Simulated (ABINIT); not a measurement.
# C (P-1) in ABINIT: single point with LDA

Aim: the single point of C with LDA.

All numbers are computed with ABINIT 10.8.3 (patched build); they aren't measurements. Logs are shortened: lines on timing, memory, paths and dates and some standing lists are left out, and cuts for length are marked. The log counts tension as positive stress, the text compression.

### Step 1. The crystal as given

The typed cell holds 2 atoms: a = 2.522 Å, b = 2.522 Å, c = 2.522 Å, α = 60.00°, β = 60.00°, γ = 60.00°.

This isn't the form of C at room conditions, which is graphite.

### Step 2. Single point, LDA

Contents of run.abi:

```
# Pseudopotentials
pp_dirpath "./"
pseudos "C.upf"

# Structure
acell 2.5221084671 2.5221084671 2.5221084671 Angstrom
rprim
     0.0000000000     0.7071067812     0.7071067812
     0.7071067812     0.0000000000     0.7071067812
     0.7071067812     0.7071067812     0.0000000000
ntypat 1
znucl 6
natom 2
typat 1 1
xcart
     2.8816161786     3.2324456124     2.9686373770
     5.5437277481     5.1928983142     5.4567065496
chkprim 0
chksymtnons 0
tolsym 1.0e-6

# Plane-wave basis
ecut 41.0

# k points
kptopt 1
ngkpt 10 10 10
nshiftk 1
shiftk 0.0 0.0 0.0

# Exchange and correlation
ixc 7

# Bands and occupations
nband 8
occopt 3
tsmear 0.05 eV

# SCF cycle
nstep 100
tolvrs 1.0e-10

# Output
iomode 3
prtwf 0
prtden 0
prteig 0
prtebands 0
enunit 1
```

Potentials or basis: PseudoDojo NC SR LDA v0.4 stringent.

The run is started by

```
$ abinit run.abi > log 2>&1
```

run.abo:

```text
.Version 10.8.3 of ABINIT
 Symmetries : space group P-1 (#  2); Bravais aP (primitive triclinic)
================================================================================
 Values of the parameters that define the memory need of the present run
     intxc =       0    ionmov =       0      iscf =       7    lmnmax =       4
     lnmax =       4     mgfft =      30  mpssoang =       2    mqgrid =    3001
     natom =       2  nloc_mem =       1    nspden =       1   nspinor =       1
    nsppol =       1      nsym =       2    n1xccc =    2501    ntypat =       1
    occopt =       3   xclevel =       1
       mpw =         969          nfft =       27000          nkpt =         504
================================================================================
================================================================================

--------------------------------------------------------------------------------
------------- Echo of variables that govern the present computation ------------
--------------------------------------------------------------------------------
 -outvars: echo values of preprocessed input variables --------
            acell      4.7660942627E+00  4.7660942627E+00  4.7660942627E+00 Bohr
              amu      1.20110000E+01
          chkprim           0
      chksymtnons           0
             ecut      4.10000000E+01 Hartree
           enunit           1
                       outvar_i_n : Printing only first  50 k-points.
              ixc           7
                       outvar_i_n : Printing only first  50 k-points.
         kptrlatt       10    0    0      0   10    0      0    0   10
          kptrlen      4.76609426E+01
            natom           2
            nband           8
            ngfft          30      30      30
             nkpt         504
            nstep         100
             nsym           2
           ntypat           1
                       prtocc : prtvol=0, do not print more k-points.
           occopt           3
           prtden           0
        prtebands           0
           prteig           0
            prtwf           0
            rprim      0.0000000000E+00  7.0710678120E-01  7.0710678120E-01
                       7.0710678120E-01  0.0000000000E+00  7.0710678120E-01
                       7.0710678120E-01  7.0710678120E-01  0.0000000000E+00
          spgroup           2
           tolsym      1.00000000E-06
           tolvrs      1.00000000E-10
           tsmear      1.83746611E-03 Hartree
            typat      1  1
                       outvars : Printing only first  50 k-points.
           xangst      1.5248856113E+00  1.7105365524E+00  1.5709352463E+00
                       2.9336143858E+00  2.7479634445E+00  2.8875647507E+00
            xcart      2.8816161786E+00  3.2324456124E+00  2.9686373770E+00
                       5.5437277481E+00  5.1928983142E+00  5.4567065496E+00
             xred      4.9248238966E-01  3.8838294974E-01  4.6666112969E-01
                       7.5751760947E-01  8.6161704942E-01  7.8333886947E-01
            znucl        6.00000

================================================================================

 chkinp: Checking input parameters for consistency.

================================================================================
== DATASET  1 ==================================================================

--- !DatasetInfo
iteration_state: {dtset: 1, }
dimensions: {natom: 2, nkpt: 504, mband: 8, nsppol: 1, nspinor: 1, nspden: 1, mpw: 969, }
cutoff_energies: {ecut:  41.0, pawecutdg:  -1.0, }
electrons: {nelect:   8.00000000E+00, charge:   0.00000000E+00, occopt:   3.00000000E+00, tsmear:   1.83746611E-03, }
meta: {optdriver: 0, ionmov: 0, optcell: 0, iscf: 7, paral_kgb: 0, }
...

 Exchange-correlation functional for the present dataset will be:
  LDA: Perdew-Wang 92 LSD fit to Ceperley-Alder data - ixc=7
  J.P.Perdew and Y.Wang, PRB 45, 13244 (1992)

 Real(R)+Recip(G) space primitive vectors, cartesian coordinates (Bohr,Bohr^-1):
 R(1)=  0.0000000  3.3701376  3.3701376  G(1)= -0.1483619  0.1483619  0.1483619
 R(2)=  3.3701376  0.0000000  3.3701376  G(2)=  0.1483619 -0.1483619  0.1483619
 R(3)=  3.3701376  3.3701376  0.0000000  G(3)=  0.1483619  0.1483619 -0.1483619
 Unit cell volume ucvol=  7.6554881E+01 bohr^3
 Angles (23,13,12)=  6.00000000E+01  6.00000000E+01  6.00000000E+01 degrees

 getcut: wavevector=  0.0000  0.0000  0.0000  ngfft=  30  30  30
         ecut(hartree)=     41.000   => boxcut(ratio)=   2.18617

--- Pseudopotential description ------------------------------------------------
- pspini: atom type   1  psp file is ./C.upf
12 -1012 1 -1 1234                            pspcod,pspxc,lmax,lloc,mmax
     nproj     2     2

   6.96164805E+01                                ecore*ucvol(ha*bohr**3)
--------------------------------------------------------------------------------

================================================================================

--- !BeginCycle
iteration_state: {dtset: 1, }
solver: {iscf: 7, nstep: 100, nline: 4, wfoptalg: 0, }
tolerances: {tolvrs: 1.00E-10, }
...

     iter   Etot(hartree)      deltaE(h)  residm     vres2
 ETOT  1  -11.887842504996    -1.189E+01 1.740E-01 1.640E+02
 ETOT  2  -11.920662449419    -3.282E-02 2.033E-02 4.331E+00
 ETOT  3  -11.921378955370    -7.165E-04 5.183E-03 2.045E-02
 ETOT  4  -11.921381674495    -2.719E-06 2.203E-03 1.341E-04
 ETOT  5  -11.921381686518    -1.202E-08 6.854E-04 3.342E-07
 ETOT  6  -11.921381686540    -2.248E-11 5.887E-04 1.239E-09
 ETOT  7  -11.921381686540    -2.149E-13 7.979E-04 3.221E-11

 At SCF step    7       vres2   =  3.22E-11 < tolvrs=  1.00E-10 =>converged.

 Cartesian components of stress tensor (hartree/bohr^3)
  sigma(1 1)= -1.68009416E-03  sigma(3 2)= -7.58744101E-04
  sigma(2 2)= -4.22856727E-03  sigma(3 1)= -2.41203182E-03
  sigma(3 3)= -1.86751396E-03  sigma(2 1)= -9.02591662E-04

--- !ResultsGS
iteration_state: {dtset: 1, }
comment   : Summary of ground state results
lattice_vectors:
- [  0.0000000,   3.3701376,   3.3701376, ]
- [  3.3701376,   0.0000000,   3.3701376, ]
- [  3.3701376,   3.3701376,   0.0000000, ]
lattice_lengths: [   4.76609,    4.76609,    4.76609, ]
lattice_angles: [ 60.000,  60.000,  60.000, ] # degrees, (23, 13, 12)
lattice_volume:   7.6554881E+01
convergence: {deltae: -2.149E-13, res2:  3.221E-11, residm:  7.979E-04, diffor: null, }
etotal    :  -1.19213817E+01
entropy   :   0.00000000E+00
fermie    :   3.92017068E-01
cartesian_stress_tensor: # hartree/bohr^3
- [ -1.68009416E-03,  -9.02591662E-04,  -2.41203182E-03, ]
- [ -9.02591662E-04,  -4.22856727E-03,  -7.58744101E-04, ]
- [ -2.41203182E-03,  -7.58744101E-04,  -1.86751396E-03, ]
pressure_GPa:   7.6261E+01
xred      :
- [  4.9248E-01,   3.8838E-01,   4.6666E-01,  C]
- [  7.5752E-01,   8.6162E-01,   7.8334E-01,  C]
cartesian_forces: # hartree/bohr
- [  1.49568467E-01,  -2.30227176E-01,   1.31771386E-01, ]
- [ -1.49568467E-01,   2.30227176E-01,  -1.31771386E-01, ]
force_length_stats: {min:   3.04530749E-01, max:   3.04530749E-01, mean:   3.04530749E-01, }
...

 Integrated electronic density in atomic spheres:
 ------------------------------------------------
 Atom  Sphere_radius  Integrated_density
    1        2.00000          4.86822072
    2        2.00000          4.86383878
================================================================================

 ----iterations are completed or convergence reached----

 Mean square residual over all n,k,spin=   64.742E-08; max=  79.791E-05
 reduced coordinates (array xred) for    2 atoms
       0.492482389656      0.388382949735      0.466661129688
       0.757517609469      0.861617049419      0.783338869467
 rms dE/dt=  6.0083E-01; max dE/dt=  9.4815E-01; dE/dt below (all hartree)
    1       0.331809557656     -0.948154008133      0.271830946145
    2      -0.331809557656      0.948154008133     -0.271830946145

 cartesian coordinates (angstrom) at end:
    1      1.52488561125001     1.71053655240502     1.57093524627752
    2      2.93361438575493     2.74796344454700     2.88756475067450

 cartesian forces (hartree/bohr) at end:
    1      0.14956846683842    -0.23022717594458     0.13177138579568
    2     -0.14956846683842     0.23022717594458    -0.13177138579568
 frms,max,avg= 1.7582091E-01 2.3022718E-01   0.000E+00  0.000E+00  0.000E+00 h/b

 cartesian forces (eV/Angstrom) at end:
    1      7.69111979931178   -11.83875738433480     6.77595709642964
    2     -7.69111979931178    11.83875738433480    -6.77595709642964
 frms,max,avg= 9.0410747E+00 1.1838757E+01   0.000E+00  0.000E+00  0.000E+00 e/A
 length scales=  4.766094262652  4.766094262652  4.766094262652 bohr
              =  2.522108467100  2.522108467100  2.522108467100 angstroms
 Fermi (or HOMO) energy (eV) =  10.66733   Average Vxc (eV)= -13.72445
 Eigenvalues (   eV  ) for nkpt= 504  k points:
 kpt#   1, nband=  8, wtk=  0.00100, kpt=  0.0000  0.0000  0.0000 (reduced coord)
 -11.53646    4.04461   10.21586   11.26888   13.54890   18.26459   20.25493   25.42466
 prteigrs : prtvol=0 or 1, do not print more k-points.

--- !EnergyTerms
iteration_state     : {dtset: 1, }
comment             : Components of total free energy in Hartree
kinetic             :  8.80971504945073E+00
hartree             :  1.06234001496481E+00
xc                  : -4.36896831926039E+00
Ewald energy        : -1.24846434076371E+01
psp_core            :  9.09366977171344E-01
local_psp           : -5.18502125192007E+00
non_local_psp       : -6.64109848359437E-01
internal            : -1.19213207855901E+01
'-kT*entropy'       : -6.09009501515789E-05
total_energy        : -1.19213816865402E+01
total_energy_eV     : -3.24397321658211E+02
band_energy         :  2.67881564521897E-01
...

 Cartesian components of stress tensor (hartree/bohr^3)
  sigma(1 1)= -1.68009416E-03  sigma(3 2)= -7.58744101E-04
  sigma(2 2)= -4.22856727E-03  sigma(3 1)= -2.41203182E-03
  sigma(3 3)= -1.86751396E-03  sigma(2 1)= -9.02591662E-04

-Cartesian components of stress tensor (GPa)         [Pressure=  7.6261E+01 GPa]
- sigma(1 1)= -4.94300767E+01  sigma(3 2)= -2.23230221E+01
- sigma(2 2)= -1.24408744E+02  sigma(3 1)= -7.09644261E+01
- sigma(3 3)= -5.49441578E+01  sigma(2 1)= -2.65551635E+01

== END DATASET(S) ==============================================================
================================================================================

 -outvars: echo values of variables after computation  --------
            acell      4.7660942627E+00  4.7660942627E+00  4.7660942627E+00 Bohr
           etotal     -1.1921381687E+01
            fcart      1.4956846684E-01 -2.3022717594E-01  1.3177138580E-01
                      -1.4956846684E-01  2.3022717594E-01 -1.3177138580E-01
            rprim      0.0000000000E+00  7.0710678120E-01  7.0710678120E-01
                       7.0710678120E-01  0.0000000000E+00  7.0710678120E-01
                       7.0710678120E-01  7.0710678120E-01  0.0000000000E+00
           strten     -1.6800941582E-03 -4.2285672690E-03 -1.8675139641E-03
                      -7.5874410056E-04 -2.4120318174E-03 -9.0259166240E-04
           xangst      1.5248856113E+00  1.7105365524E+00  1.5709352463E+00
                       2.9336143858E+00  2.7479634445E+00  2.8875647507E+00
             xred      4.9248238966E-01  3.8838294974E-01  4.6666112969E-01
                       7.5751760947E-01  8.6161704942E-01  7.8333886947E-01
 Calculation completed.
```

Wall time 1.7 min (1 thread of Intel Xeon Platinum 8259CL at 2.50GHz (Skylake/Cascade Lake), shared host); peak memory 0.12 GiB.

What came out:

* Free energy: -324.3973 eV
* Pressure: 76.3 GPa
* Largest force: 15.660 eV/Å
* Band gap on the k mesh: none (metal or under the smearing width)
* All electrons inside the program's atomic spheres: C 4.87, 4.86 (radii [1.0584] Å)

Forces in eV/Å, atoms in the order of the input:
```
C     7.691 -11.839   6.776
C    -7.691  11.839  -6.776
```

Stress tensor (GPa, compression positive):
```
 49.43  26.56  70.96
 26.56 124.41  22.32
 70.96  22.32  54.94
```

Caveat: a pressure of tens of GPa on the cell as given is suspect, and the run, the potentials or the cell itself is likely at fault; forces of over 1 eV/Å show positions far from the minimum, so gaps and moduli don't describe the material at rest.
